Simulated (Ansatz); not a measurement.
# TaN: from the start to rest

The start is TaN, a crystal from a database, its volume scaled a little. Where does it settle when we relax cell and atoms at 5 GPa, and what is it like there?

All numbers below are computed with Ansatz 0.2.0 (DFT, PBE, with U_eff = 5.94 eV on Ta d, no spin polarisation, plane waves, PAW).

## Step 1: The structure

The structure is hexagonal, space group P-6m2 (No. 187). Conventional cell: a = 2.956 Å, b = 2.956 Å, c = 2.901 Å, α = 90.00°, β = 90.00°, γ = 120.00°. N (site symmetry -6m2) is surrounded by 6 Ta at 2.24 Å. Ta (site symmetry -6m2) is surrounded by 6 N at 2.24 Å.

The coordinates stand in the input below.

The first density is read from a saved solution for the starting cell.

## Step 2: Relaxing

The input, input.yaml:

```yaml
crystal:
  lattice:
    - [1.477957, 2.559894, 0.0]
    - [-1.477957, 2.559894, 0.0]
    - [0.0, 0.0, 2.900579]
  atoms:
    - { symbol: "N", position: [0.0, 0.0, 0.0] }
    - { symbol: Ta, position: [0.3333, 0.3334, 0.5] }
  symmetry: { tolerance: 0.0003 }
kpoints:
  mp_grid: { grid: [10, 10, 9], shift: [0, 0, 0] }
magnetization:
  spin_polarized: false
scf:
  occupations: { method: gaussian, width: 0.059 }
  lower_state_search: "off"
hamiltonian:
  pseudopotentials: { kind: paw }
  xc: pbe
  hubbard:
    projectors: all-electron-ortho-atomic
    sites: [{ species: Ta, l: d, u_eff: 5.94 }]
basis:
  ecutwfc: 420
  fft_grid_basis: typed
relax:
  max_steps: 40
  cell: { p_target: 5.0 }
output:
  forces: true
  stress: true
  eigenvalues: true
  bader: true
  populations: true
  elf: true
  write_potential: true
  volumetric_format: npy
  dos:
    e_range: [-12, 8]
    de: 0.05
    projected: { site_lists: { "N": ["N"], Ta: [Ta] } }
  write_density: true
checkpoint:
  read: saved_state
```

On the command line:

```bash
> ansatz run input.yaml --threads 2 --pin off --max-ram 3584MiB --backend cpu --events-out ev --progress --plain --runs-dir out
```

Standard output, shortened:

```text
Warning: the atoms were moved onto the symmetric positions of the space group found under crystal.symmetry.tolerance 3.0e-4 (fractional; no operation is sought that the atoms, as they stand in a round, miss by more than twice it, and no atom is moved by as much as it), and the run uses [...]
Warning: checkpoint.read: basis.xc_grid differs: saved 1, current 2 (points along each axis for each point of the dense box; where the key is left out runs that use forces, runs that use the stress, dielectric runs by a finite field, finite-displacement phonons, runs of [...]
Warning: RAYON_NUM_THREADS=2 ignored (pool sized by the plan → 2); use --threads N
N: projections on atomic orbitals take those of the free atom [He] 2s2 2p3, of charge +0.00 (hamiltonian.pseudopotentials.projection_atoms); the dataset's partial waves leave at most 9.3e-9 of an orbital's norm unspanned inside its sphere
Ta: projections on atomic orbitals take those of the free atom [Kr 4d10 4f14] 5s2 5p6 5d3 6s2, of charge +0.00 (hamiltonian.pseudopotentials.projection_atoms); the dataset's partial waves leave at most 6.0e-5 of an orbital's norm unspanned inside its sphere
[...]
Pseudopotentials: kind: paw
Pseudopotential: N, paw, valence charge 5, recommended cutoff 420 eV (normal), N.paw.azcp
Pseudopotential: Ta, paw, valence charge 13, recommended cutoff 420 eV (normal), Ta.paw.azcp
Functional definition: PBE
[...]
Crystal: 2 atoms, lattice volume = 21.948 Å³
Basis set: ecut = 420 eV, 405 PW (Γ), exchange–correlation on 40×40×40 points (8 copies of the dense FFT grid, shifted against one another)
Bands: 13, of which v1, the nominal top of the filled ones, is band 9 counted from 1 (8 counted from 0)
Symmetry: 12 space group operations
Space group: P-6m2 (ITA 187), of the structure as read, at distance tolerance 8.4e-4 Å
k-points: 70 of 900 (time reversal used)
[...]
SCF iter   1: F=—  HF=-10311.842712 eV  |F-HF|=—  |Δ(HF+E_count)|=         —  Δρ=2.17e-3  dr2=1.14e-4  ethr=7.71e-7  ⟨swp⟩=3.0  Hψ=6956  notcnv=0
[...]
relax step   1: F+E_penalty+E_count = -10311.84358598 eV  Δ(F+E_penalty+E_count) = +0.000e0 eV  max|allowed force component| = 5.320e-17 eV/Å  Δτ_max = 0.0000 Å  P = +4.318 GPa  Ω = 21.948 Å³  (6 SCF iters, dr2 threshold 1.00e-7 eV, accepted)
[...]
relax step   2: F+E_penalty+E_count = -10311.84075434 eV  Δ(F+E_penalty+E_count) = +2.832e-3 eV  max|allowed force component| = 8.327e-17 eV/Å  Δτ_max = 0.0000 Å  P = +4.835 GPa  Ω = 21.952 Å³  energy of the carried Pulay correction = -2.976e-5 eV  (6 SCF iters, dr2 threshold 2.00e-7 eV, [...]
SCF iter   4: F=—  HF=-10311.843440 eV  |F-HF|=—  |Δ(HF+E_count)|=   1.74e-5  Δρ=1.99e-4  dr2=9.07e-6  ethr=2.00e-8  ⟨swp⟩=2.0  Hψ=1539  notcnv=0
```

## Step 3: The log goes on

The log, continued, shortened:

```text
SCF iter   5: F=—  HF=-10311.843439 eV  |F-HF|=—  |Δ(HF+E_count)|=   9.98e-7  Δρ=5.29e-5  dr2=4.47e-7  ethr=2.00e-8  ⟨swp⟩=2.0  Hψ=1258  notcnv=0
[...]
relax step   3: F+E_penalty+E_count = -10311.84343896 eV  Δ(F+E_penalty+E_count) = +1.470e-4 eV  max|allowed force component| = 7.401e-17 eV/Å  Δτ_max = 0.0000 Å  P = +4.981 GPa  Ω = 21.916 Å³  energy of the carried Pulay correction = +8.531e-5 eV  (8 SCF iters, accepted)
[...]
relax step   5: F+E_penalty+E_count = -10311.84329075 eV  Δ(F+E_penalty+E_count) = +4.037e-5 eV  max|allowed force component| = 3.238e-17 eV/Å  Δτ_max = 0.0000 Å  P = +5.001 GPa  Ω = 21.914 Å³  energy of the carried Pulay correction = +3.913e-6 eV  (3 SCF iters, dr2 threshold 1.25e-8 eV, accepted)
[...]
Occupation matrices written to <dir>
--- Relaxed structure (4 steps of the walk, 3 accepted, 2 SCFs on fresh bases) ---
  F+E_penalty+E_count = -10311.84328906 eV   max|allowed force component| = 2.313e-17 eV/Å   (the final SCF, on the basis selected at the relaxed cell)
  cell:  # Å, volume = 21.9143 Å³
    - [1.4796546498790815, 2.5628370312461075, 0.0]
    - [-1.4796546498790815, 2.5628370312461075, 0.0]
    - [0.0, 0.0, 2.88945695000686]
  atoms:
    - { symbol: N, position: [-1.8502587699822937e-17, 2.3127387591831416e-17, 0.0] }
    - { symbol: Ta, position: [0.33333333333333326, 0.33333333333333337, 0.4999999999999999] }
--- Löwdin populations: 2 sites ---
  site symbol       q [e]
     0      N      5.7757
     1     Ta     12.1275
  spilling = 0.005383 (of n_electrons = 18.000000)
--- Bader charges: 2 sites ---
  site symbol  charge [e]  shift [e]
     0      N     -1.6790     0.0018
     1     Ta      1.6790     0.0018
  estimated error of the sums over rays = 3.9e-4 e
```

It took 18 s on 2 threads of Arm Neoverse V2, shared host; peak memory 0.31 GiB.

Step by step:

```tsv
step	energy from step 1 (eV/cell)	largest force component (eV/Å)	pressure (GPa)	volume (Å³)
1	0.0000	0.0000	4.32	21.95
2x	0.0028	0.0000	4.84	21.95
3	0.0001	0.0000	4.98	21.92
4	0.0003	0.0000	4.98	21.92
5	0.0003	0.0000	5.00	21.91
6	0.0003	0.0000	5.00	21.91
```

Step 1 is the start. Steps 4, 6 repeat the geometry before on a plane-wave basis chosen anew for that cell, so the energy can jump there without any move; the table keeps such jumps. 1 step was tried and not accepted (marked x).

| input's cell | before | after | change |
| --- | --- | --- | --- |
| a (Å) | 2.956 | 2.959 | +0.1 % |
| b (Å) | 2.956 | 2.959 | +0.1 % |
| c (Å) | 2.901 | 2.889 | -0.4 % |
| volume (Å³/atom) | 10.97 | 10.96 | -0.2 % |

With a target pressure of 5 GPa the walk minimises the enthalpy, not the energy.

## Step 4: Total and projected density of states

Counts of states in windows (eV from the Fermi level; tetrahedra), total and projected:

```tsv
from	to	total	N p	Ta d
-4.5	-4.0	1.01	0.71	0.27
-4.0	-3.5	0.16	0.11	0.05
-3.5	-3.0	0.14	0.06	0.08
-3.0	-2.5	0.23	0.06	0.16
-2.5	-2.0	0.27	0.05	0.21
-2.0	-1.5	0.65	0.07	0.52
-1.5	-1.0	0.45	0.06	0.35
-1.0	-0.5	0.24	0.03	0.19
-0.5	0.0	0.01	0.00	0.01
0.0	0.5	0.03	0.00	0.03
0.5	1.0	0.07	0.00	0.06
1.0	1.5	0.27	0.04	0.21
1.5	2.0	0.56	0.11	0.41
```

## Step 5: Atomic charges

Gathered by element (positive charge: electrons given up): Löwdin charges also hold the electrons that the projection spills.

```tsv
element	atoms	Bader charge (e)	Bader volume (Å³)	Löwdin charge (e)
N	1	-1.68	10.1	-0.77
Ta	1	+1.68	11.8	+0.87
```

Occupation eigenvalues of the Hubbard shells:

```tsv
atom	shell	spin	eigenvalues
Ta2	d	each	0.25 0.25 0.41 0.41 0.51
```

## Step 6: Maps of the fields

Maps in the plane spanned by a and b at height 0.000 along c (axes of the input's cell), one cell: a runs left to right (9 points from zero), b bottom to top (9 points), 60° apart. These are the smooth PAW fields, not the true ones near the nuclei.

Valence density. Ten steps from '0' (0.09 e/Å³) to '9' (3.53 e/Å³), finer at the low end (step k begins (100^(k/10) - 1)/99 of the way up):
```
998531358
787531135
566531013
344431111
334433333
544444555
764444678
986434689
997533579
```

ELF. Ten even steps from '0' (0.04) to '9' (0.81):
```
559820289
999830038
799720002
145410000
123321232
743334788
995335999
599424995
059711795
```

Atoms within 0.2 Å of the plane, in fractions of a and b: N at (1.00, 0.00).

## Step 7: What came out

```
                                                 quantity                                                                      value
                                                    moves                                                                          2
                                             largest move                                                                     0.00 Å
                     space group (0.01 Å), before / after                                                              P-6m2 / P-6m2
                                                     cell  a = 2.959 Å, b = 2.959 Å, c = 2.889 Å, α = 90.00°, β = 90.00°, γ = 60.00°
                                                   volume                                                     10.96 Å³/atom (-0.2 %)
                                      pressure at the end                                                                   5.00 GPa
                                                character                                                                  semimetal
density of states, mean within 0.25 eV of the Fermi level                                                      0.034 per eV per cell
                                            Bader charges                                                        N -1.68, Ta +1.68 e
```

What this shows: The volume shrank by 0.2 %, and the atoms end where they began within the cell. With 12 symmetry operations imposed, the end may be a saddle point towards distortions that break them. It is a semimetal on this mesh; within 0.25 eV of the Fermi level the density of states averages 0.034 per eV per cell, mostly Ta d (97 %). By Bader's partition Ta gives up most (+1.68 e) and N takes most (-1.68 e).

Keep in mind: a Hubbard term without moments, so a magnetic state may lie lower.
